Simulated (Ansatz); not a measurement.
Input and command of a plane-wave DFT calculation in Ansatz:

```yaml
crystal:
  lattice:
    - [4.836962, 0.0, 0.0]
    - [0.0, 4.836962, 0.0]
    - [0.0, 0.0, 4.836962]
  atoms:
    - { symbol: In, position: [0.5, 0.5, 0.0] }
    - { symbol: In, position: [0.5, 0.0, 0.5] }
    - { symbol: In, position: [0.0, 0.5, 0.5] }
    - { symbol: Sb, position: [0.0, 0.0, 0.0] }
basis: {}
kpoints:
  mp_grid: { grid: [10, 10, 10] }
hamiltonian:
  xc: r2scan
  pseudopotentials: { kind: paw, source: ansatz }
scf:
  occupations: { method: gaussian, width: 0.1 }
output:
  forces: true
  stress: true
  eigenvalues: true
```

```bash
ansatz run input.yaml --threads 1 --pin off --max-ram 2560MiB --backend cpu --events-out ev --progress --plain --runs-dir out
```

Processor: Oxide Virtual Turin-like Processor (Zen 5), 1 thread, on a host shared with other jobs.

How long does it run, and how much memory does it take?

About 50 s on 1 thread of Oxide Virtual Turin-like Processor (Zen 5), on a shared host, peak memory 1.3 GiB. It solves 51 bands at 56 k points (the mesh reduced by symmetry) with about 6619 plane waves, in 9 SCF iterations.
